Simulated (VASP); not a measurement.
## W2C in VASP: the effect of exact exchange

Crystal: W2C.

```
W C
1.0
     3.07005    0.00000    0.00000
    -1.53502    2.65874    0.00000
     0.00000    0.00000    4.67843
W C
2 1
Direct
  0.66667 0.33333 0.25367
  0.33333 0.66667 0.74633
  0.00000 0.00000 0.00000
```

The cell comes from a database or a generator and needn't be the stable form of this composition.

Alike in all runs:

* Program: VASP 6.6.1
* Task: single point
* Functional: HSE(alpha, omega)
* Potentials or basis: VASP PAW PBE potentials, release 64 (W_sv, C)
* Cutoff: 520 eV
* k mesh: 5 × 5 × 3
* Occupations: fermi-dirac, width 0.05 eV
* Spin: no spin polarisation

```csv
exact exchange,pressure (GPa),largest force (eV/Å)
0.05,-2.7,0.38
0.1,-4.6,0.46
0.15,-6.5,0.54
0.2,-8.3,0.62
0.25,-10.2,0.70
0.3,?,?
0.4,-15.6,0.94
```

What does the run with exact exchange 0.3 give?

Pressure -12.0 GPa; largest force 0.78 eV/Å.

Worked out: A straight line through the other rows of the pressure, of slope -36.8 GPa per unit of exact exchange, gives -12.0 GPa, against the run's -12.0. A straight line through the other rows of the largest force, of slope 1.6 eV/Å per unit of exact exchange, gives 0.78 eV/Å, against the run's 0.78.

Caveats: all runs use coarse meshes; the PAW data sets were made with another functional, which shifts forces and pressure a little.
